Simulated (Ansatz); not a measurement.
Bi under changes of volume

One of the cells (33.614 Å³/atom); the others are scaled copies at fixed shape and fractional positions:

```
CELL_PARAMETERS angstrom
3.23838 0.00000 0.00000
0.00000 3.22164 0.00000
-0.08045 0.00000 6.44389
ATOMIC_POSITIONS crystal
Bi 0.54425 0.00000 0.74958
Bi 0.45575 0.00000 0.25042
```

This isn't the form of Bi at room conditions, which is rhombohedral.

* Program: Ansatz 0.2.0
* Functional: LDA
* Potentials or basis: Ansatz PAW
* Cutoff: 420 eV (not typed: the program's choice for these potentials)
* k mesh: 8 × 8 × 4
* Occupations: fermi-dirac, width 0.05 eV
* Spin: no spin polarisation

| volume (Å³/atom) | energy over the lowest point (meV/atom) | pressure (GPa) | largest force (eV/Å) |
| --- | --- | --- | --- |
| 31.597 | 4.72 | 1.8 | 0.011 |
| 32.270 | 0.00 | 0.5 | 0.010 |
| 32.942 | 0.51 | -0.7 | 0.013 |
| 33.614 | 5.67 | -1.7 | 0.018 |
| 34.286 | 14.95 | -2.7 | 0.024 |
| 34.959 | ? | ? | ? |
| 35.631 | 44.14 | -4.2 | 0.034 |

**Question.** What does the run at 34.959 Å³/atom give?

**Answer.** Energy over the lowest point 27.91 meV/atom; pressure -3.5 GPa; largest force 0.029 eV/Å.

Worked out: A Birch-Murnaghan fit of order 3 (a polynomial in V^(-2/3)) to the other rows has its minimum at 32.53 Å³/atom with B0 = V·E''(V) = 58 GPa and B' = 4.7 at fixed shape and positions, which overstates the stiffness. It gives 27.92 meV/atom at 34.959 Å³/atom, against the run's 27.91, and -dE/dV = -3.5 GPa, against -3.5.

Energies are extrapolated to zero smearing.

Caveats: the PAW data sets come from PBE, with cores solved anew for the run's functional, which leaves a small shift of forces and pressure.
